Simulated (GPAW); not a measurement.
# TePb (Fm-3m) in GPAW: notebook

The runs below take TePb through single point, with PBE.

All numbers are computed with GPAW 26.7.0; they aren't measurements. Logs are shortened: lines on timing, memory, paths and dates and some standing lists are left out, and cuts for length are marked. The log counts tension as positive stress, the text compression.

### 1 The structure

It takes space group Fm-3m (No. 225, cubic). The conventional cell has a = 6.462 Å, b = 6.462 Å, c = 6.462 Å, α = 90.00°, β = 90.00°, γ = 90.00°. Pb (site symmetry m-3m) has 6 Te at 3.23 Å as nearest neighbours. Te (site symmetry m-3m) has 6 Pb at 3.23 Å as nearest neighbours.

### 2 Single point, PBE

The input, run.py:

```python
from ase.dft.bandgap import bandgap
from ase.io import read, write
from ase.units import GPa
from gpaw import GPAW, PW

atoms = read('POSCAR')

calc = GPAW(mode=PW(600),
            xc='PBE',
            kpts={'size': (11, 11, 11), 'gamma': True},
            occupations={'name': 'fermi-dirac', 'width': 0.05},
            nbands=19,
            convergence={'density': 1e-05, 'energy': 1e-05},
            maxiter=50,
            txt='gpaw.txt')
atoms.calc = calc
energy = atoms.get_potential_energy()
forces = atoms.get_forces()
stress = atoms.get_stress()
calc.write('gs.gpw')
write('result.traj', atoms)
print(f'Energy: {energy:.6f} eV')
print('Forces (eV/A):')
print(forces.round(4))
print('Stress (GPa):', (stress / GPa).round(3))
print('Fermi level:', round(calc.get_fermi_level(), 4), 'eV')
print(f'Gap: {bandgap(calc)[0]:.4f} eV, direct: {bandgap(calc, direct=True)[0]:.4f} eV')
```

The input, POSCAR:

```
TePb
1.0
    0.0000000000      3.2310000000      3.2310000000
    3.2310000000      0.0000000000      3.2310000000
    3.2310000000      3.2310000000      0.0000000000
Pb Te
1 1
Direct
    0.0000000000      0.0000000000      0.0000000000
    0.5000000000      0.5000000000      0.5000000000
```

Potentials or basis: GPAW PAW data sets (gpaw-data 1.2.1), pw.

The run is started by

```console
$ OMP_NUM_THREADS=1 python run.py
```

gpaw.txt:

```text
__  _  _
 | _ |_)|_||  |
 |__||  | ||/\| - 26.7.0

Input parameters:
  mode=PW(ecut=600.0),
  convergence={'density': 1e-05, 'energy': 1e-05},
  kpts=MonkhorstPack(size=(11, 11, 11), gamma=True),
  maxiter=50,
  nbands=19,
  occupations=Occupations(name='fermi-dirac', width=0.05),
  xc=XC(name='PBE')

Diagonalizing LCAO Hamiltonian
Converting LCAO to pw mode

                 Te

       Pb

Atoms  # Å, Bohr magnetons
|   | symbol |        x |        y |        z |    initial magnetic moments |
|---|--------|----------|----------|----------|-----------------------------|
| 0 |     Pb | 0.000000 | 0.000000 | 0.000000 | ( 0.0000,  0.0000,  0.0000) |
| 1 |     Te | 3.231000 | 3.231000 | 3.231000 | ( 0.0000,  0.0000,  0.0000) |

Unit cell  # Å
| periodic |        x |        y |        z |  lengths |    angles |
|----------|----------|----------|----------|----------|-----------|
|      yes | 0.000000 | 3.231000 | 3.231000 | 4.569324 | 60.000000 |
|      yes | 3.231000 | 0.000000 | 3.231000 | 4.569324 | 60.000000 |
|      yes | 3.231000 | 3.231000 | 0.000000 | 4.569324 | 60.000000 |

Number of symmetries: 48
Symmetry operations  # r_c * U_cc + t_c -> r_c
|    | kind |            matrix            |
|----|------|------------------------------|
|  0 |  σ   |  1, 0, 0,  1, 0,-1,  1,-1, 0 |
|  1 |  C2  |  1, 0, 0,  1,-1, 0,  1, 0,-1 |
|  2 |  E   |  1, 0, 0,  0, 1, 0,  0, 0, 1 |
|  3 |  σ   |  1, 0, 0,  0, 0, 1,  0, 1, 0 |
|  4 |  C4  |  1, 0,-1,  1, 0, 0,  1,-1, 0 |
|  5 |  S6  |  1, 0,-1,  1,-1, 0,  1, 0, 0 |
|  6 |  σ   |  1, 0,-1,  0, 1,-1,  0, 0,-1 |
|  7 |  C3  |  1, 0,-1,  0, 0,-1,  0, 1,-1 |
|  8 |  S6  |  1,-1, 0,  1, 0, 0,  1, 0,-1 |
|  9 |  C4  |  1,-1, 0,  1, 0,-1,  1, 0, 0 |
| 10 |  C3  |  1,-1, 0,  0,-1, 1,  0,-1, 0 |
| 11 |  σ   |  1,-1, 0,  0,-1, 0,  0,-1, 1 |
| 12 |  σ   |  0, 1, 0,  1, 0, 0,  0, 0, 1 |
| 13 |  C4  |  0, 1, 0,  0, 1,-1, -1, 1, 0 |
| 14 |  C3  |  0, 1, 0,  0, 0, 1,  1, 0, 0 |
| 15 |  S6  |  0, 1, 0, -1, 1, 0,  0, 1,-1 |
| 16 |  C2  |  0, 1,-1,  1, 0,-1,  0, 0,-1 |
| 17 |  σ   |  0, 1,-1,  0, 1, 0, -1, 1, 0 |
| 18 |  S4  |  0, 1,-1,  0, 0,-1,  1, 0,-1 |
| 19 |  C4  |  0, 1,-1, -1, 1, 0,  0, 1, 0 |
| 20 |  C3  |  0, 0, 1,  1, 0, 0,  0, 1, 0 |
| 21 |  σ   |  0, 0, 1,  0, 1, 0,  1, 0, 0 |
| 22 |  S6  |  0, 0, 1,  0,-1, 1, -1, 0, 1 |
| 23 |  C4  |  0, 0, 1, -1, 0, 1,  0,-1, 1 |
| 24 |  S4  |  0, 0,-1,  1, 0,-1,  0, 1,-1 |
| 25 |  C3  |  0, 0,-1,  0, 1,-1,  1, 0,-1 |
| 26 |  C2  |  0, 0,-1,  0,-1, 0, -1, 0, 0 |
| 27 |  S6  |  0, 0,-1, -1, 0, 0,  0,-1, 0 |
| 28 |  S4  |  0,-1, 1,  1,-1, 0,  0,-1, 0 |
| 29 |  C4  |  0,-1, 1,  0, 0, 1, -1, 0, 1 |
| 30 |  C2  |  0,-1, 1,  0,-1, 0,  1,-1, 0 |
| 31 |  σ   |  0,-1, 1, -1, 0, 1,  0, 0, 1 |
| 32 |  C3  |  0,-1, 0,  1,-1, 0,  0,-1, 1 |
| 33 |  S6  |  0,-1, 0,  0, 0,-1, -1, 0, 0 |
| 34 |  S4  |  0,-1, 0,  0,-1, 1,  1,-1, 0 |
| 35 |  C2  |  0,-1, 0, -1, 0, 0,  0, 0,-1 |
| 36 |  C2  | -1, 1, 0,  0, 1, 0,  0, 1,-1 |
| 37 |  S6  | -1, 1, 0,  0, 1,-1,  0, 1, 0 |
| 38 |  S4  | -1, 1, 0, -1, 0, 1, -1, 0, 0 |
| 39 |  C3  | -1, 1, 0, -1, 0, 0, -1, 0, 1 |
| 40 |  S6  | -1, 0, 1,  0, 0, 1,  0,-1, 1 |
| 41 |  C2  | -1, 0, 1,  0,-1, 1,  0, 0, 1 |
| 42 |  C3  | -1, 0, 1, -1, 1, 0, -1, 0, 0 |
| 43 |  S4  | -1, 0, 1, -1, 0, 0, -1, 1, 0 |
| 44 |  C2  | -1, 0, 0,  0, 0,-1,  0,-1, 0 |
| 45 |  i   | -1, 0, 0,  0,-1, 0,  0, 0,-1 |
| 46 |  σ   | -1, 0, 0, -1, 1, 0, -1, 0, 1 |
| 47 |  C2  | -1, 0, 0, -1, 0, 1, -1, 1, 0 |

BZ-sampling:
  Number of BZ points: 1331
  Number of IBZ points: 56

  Monkhorst-Pack size: [11, 11, 11]
  Monkhorst-Pack shift: [0, 0, 0]

K-points  # in reciprocal-cell coordinates
|     |                                coordinates |     weight |
|-----|--------------------------------------------|------------|
|   0 | (  0.00000000,   0.00000000,   0.00000000) | 0.00075131 |
|   1 | (  0.09090909,   0.09090909,   0.00000000) | 0.00450789 |
|   2 | (  0.09090909,   0.09090909,   0.09090909) | 0.00601052 |
|   3 | (  0.18181818,   0.09090909,   0.09090909) | 0.00901578 |
|   4 | (  0.18181818,   0.18181818,   0.00000000) | 0.00450789 |
|   5 | (  0.18181818,   0.18181818,   0.09090909) | 0.01803156 |
|   6 | (  0.18181818,   0.18181818,   0.18181818) | 0.00601052 |
|   7 | (  0.27272727,   0.18181818,   0.09090909) | 0.01803156 |
|   8 | (  0.27272727,   0.18181818,   0.18181818) | 0.01803156 |
|   9 | (  0.27272727,   0.27272727,   0.00000000) | 0.00450789 |
| ... |                                            |            |
|  55 | (  0.45454545,   0.45454545,   0.45454545) | 0.00601052 |

Plane wave coefficients: 2264
Cutoff: 600.0 eV

Spin-components: 1 (collinear spins)
Bands:           19
Projectors:      11
Spin-degeneracy: 2
Datatype:        complex128

Parallelization:
  kpt:    1
  domain: 1
  band:   1

Density:
  Valence electrons: 20.0
  Components: 1
  Grid points: [27 27 27]
  Charge: 0.0  # |e|

Potential:
  Grid points: [27 27 27]

species:
  Pb:
    name:    Lead
    Z:       82.0
    valence: 14
    core:    68
    charge:  0.0  # [|e|]
    compensation charges:
      type: gauss
      rc: 0.38  # [Å]
      lmax: 2
    cutoffs:
      filter: 2.36  # [Å]
      core: 2.43  # [Å]
    projectors
    | kind |    occ | energy [eV] | rcut [Å] |
    |------|--------|-------------|----------|
    |   6s |  2.000 |     -11.969 |    1.259 |
    |   6p |  2.000 |      -3.506 |    1.275 |
    |   5d | 10.000 |     -21.211 |    1.217 |
    |    s |        |      15.243 |    1.259 |
    |    p |        |      23.705 |    1.275 |
    |    d |        |       6.001 |    1.217 |

    Using partial waves for Pb as LCAO basis

  Te:
    name:    Tellurium
    Z:       52.0
    valence: 6
    core:    46
    charge:  0.0  # [|e|]
    compensation charges:
      type: gauss
      rc: 0.36  # [Å]
      lmax: 2
    cutoffs:
      filter: 2.09  # [Å]
      core: 3.17  # [Å]
    projectors
    | kind |    occ | energy [eV] | rcut [Å] |
    |------|--------|-------------|----------|
    |   5s |  2.000 |     -15.089 |    1.180 |
    |   5p |  4.000 |      -5.955 |    1.196 |
    |    s |        |      12.123 |    1.180 |
    |    p |        |      21.256 |    1.196 |
    |    d |        |       0.000 |    1.238 |

    Using partial waves for Te as LCAO basis

Reference energy: -752065.146798  # eV

eigensolver:
  PPCG
  Converge bands: occupied
  niter=2

density mixing:
  MSR1-Mixer
  Pratt-step length: 0.05
  Maximum mixing coefficient: 0.75
  Old densities: 10
  SVD Regularization: 0.005
  Good broyden scale: 1.0
  Trust region scale: 1.0
  Backstep threshold: 4.0
  History deletion threshold: 6.0
  Fourier metric: weight=20.0, sigma=0.015

occupation numbers:
  Fermi-Dirac:
    width: 0.0500  # eV

poisson solver:
  ecut: 4800.0  # eV

xc functional:
  name: PBE with 2 nearest neighbor stencil

convergence criteria:
- Maximum integral of absolute [dens]ity change: 1e-05 electrons / valence electron
- Maximum [total energy] change in last 3 cyles: 1e-05 eV / valence electron
- Maximum integral of absolute [eigenst]ate change: 4e-08 eV^2 / valence electron
maximum number of iterations: 50

SCF iterations
|iter     | |      energy | eigst |  dens |
|---------|-|-------------|-------|-------|
|iter:   1| |   -7.905815 | -0.14 |       |
|iter:   2| |   -7.884369 | -1.97 | -1.35 |
|iter:   3| |   -7.798148 | -2.12 | -1.39 |
|iter:   4| |   -7.799946 | -3.78 | -1.99 |
|iter:   5| |   -7.800412 | -4.32 | -2.42 |
|iter:   6| |   -7.800423 | -5.82 | -3.31 |
|iter:   7| |   -7.800424c| -6.76 | -3.87 |
|iter:   8| |   -7.800424c| -7.77c| -4.61 |
|iter:   9| |   -7.800424c| -7.99c| -5.52c|

Converged in 9 steps
Energy contributions relative to reference atoms: (reference = -752065.146798)

Energy contributions:
  Kinetic:          19.842700
  Coulomb:         -20.132141
  Zero:              0.141888
  External:          0.000000
  Xc:               -7.652868
  Entropy:          -0.000004
  Spinorbit:         0.000000
  ----------------------------
  Free energy:      -7.800426
  Extrapolated:     -7.800424

dipole moment: (-27.310316, -27.310316, -27.310316)  # |e|*Ang

Fermi level: 6.063
Eigenvalues  # (at kpt = [0.000, 0.000, 0.000])
| band index |      eig [eV] | occ [0-2] |
|------------|---------------|-----------|
|          0 |       -11.048 |     2.000 |
|        ... |               |           |
|          2 |       -11.035 |     2.000 |
|          3 |       -11.035 |     2.000 |
|          4 |       -11.035 |     2.000 |
|          5 |        -6.328 |     2.000 |
|          6 |         0.142 |     2.000 |
|          7 |         4.303 |     2.000 |
|          8 |         4.303 |     2.000 |
|          9 |         4.303 |     2.000 |
|         10 |         9.720 |     0.000 |
|         11 |         9.720 |     0.000 |
|         12 |         9.720 |     0.000 |
|         13 |        11.489 |     0.000 |
|         14 |        11.489 |     0.000 |
|         15 |        11.489 |     0.000 |
|         16 |        13.052 |     0.000 |
|         17 |        13.310 |     0.000 |
|         18 |        13.718 |     0.000 |

Gap: 0.819 eV
Transition (v -> c):
  (s=0, k=55, n=9, [0.45, 0.45, 0.45]) -> (s=0, k=55, n=10, [0.45, 0.45, 0.45])
No difference between direct/indirect transitions

Forces  # eV/Ang
|       x |        y |        z |
|---------|----------|----------|
| 0.00000 | -0.00000 | -0.00000 |  # Pb   0
| 0.00000 | -0.00000 | -0.00000 |  # Te   1

Stress tensor  # eV/Ang^3
|         x |         y |         z |
|-----------|-----------|-----------|
| -0.011490 | -0.000000 | -0.000000 |
| -0.000000 | -0.011490 |  0.000000 |
| -0.000000 |  0.000000 | -0.011490 |

# Writing to gs.gpw (mode='')
```

Run time: 27 s. Hardware: 1 thread of AMD EPYC 9R14 (Zen 4), shared host; peak memory 0.21 GiB.

Results:

```yaml
Free_energy: -7.8004 eV
Pressure: 1.8 GPa
```

Caveat: this odd mesh misses L, where the gap lies, so gap, dielectric constants and Born charges aren't listed.

### 3 Single point, PBE

run.py: that of step 2 with these lines changed.

```diff
@@ -5,3 +5,3 @@
 
-atoms = read('POSCAR')
+atoms = read('TePb.cif')
 
@@ -9,3 +9,3 @@
             xc='PBE',
-            kpts={'size': (11, 11, 11), 'gamma': True},
+            kpts={'size': (9, 9, 9), 'gamma': True},
             occupations={'name': 'fermi-dirac', 'width': 0.05},
@@ -13,3 +13,3 @@
             convergence={'density': 1e-05, 'energy': 1e-05},
-            maxiter=50,
+            maxiter=75,
             txt='gpaw.txt')
```

The input, TePb.cif:

```cif
data_TePb
_cell_length_a 4.56932402
_cell_length_b 4.56932402
_cell_length_c 4.56932402
_cell_angle_alpha 60.00000000
_cell_angle_beta 60.00000000
_cell_angle_gamma 60.00000000
_space_group_name_H-M_alt 'P1'
_space_group_name_Hall 'P 1'
_space_group_IT_number 1
loop_
_space_group_symop_operation_xyz
'x,y,z'
loop_
_atom_site_label
_atom_site_type_symbol
_atom_site_symmetry_multiplicity
_atom_site_Wyckoff_symbol
_atom_site_fract_x
_atom_site_fract_y
_atom_site_fract_z
_atom_site_occupancy
Pb1 Pb 1 a 0.0000000000 0.0000000000 0.0000000000 1
Te1 Te 1 a 0.5000000000 0.5000000000 0.5000000000 1
```

Potentials or basis: GPAW PAW data sets (gpaw-data 1.2.1), pw.

The run is started by

```console
$ OMP_NUM_THREADS=1 python run.py
```

Run time: 45 s. Hardware: 1 thread of Intel Xeon Platinum 8259CL at 2.50GHz (Skylake/Cascade Lake), shared host; peak memory 0.19 GiB.

Results (log left out):

```
Free energy : -7.8007 eV
Pressure    : 1.8 GPa
```

Levels at points of the mesh, in eV from the Fermi level:
```
           k point  band 7  band 8  band 9  band 10  band 11  band 12  band 13  band 14
(0.00, 0.00, 0.00)   -5.92   -1.76   -1.76    -1.76     3.65     3.65     3.65     5.42
```

Caveat: this odd mesh misses L, where the gap lies, so gap, dielectric constants and Born charges aren't listed. The run has no spin-orbit coupling, so splittings on Pb, Te are missing.
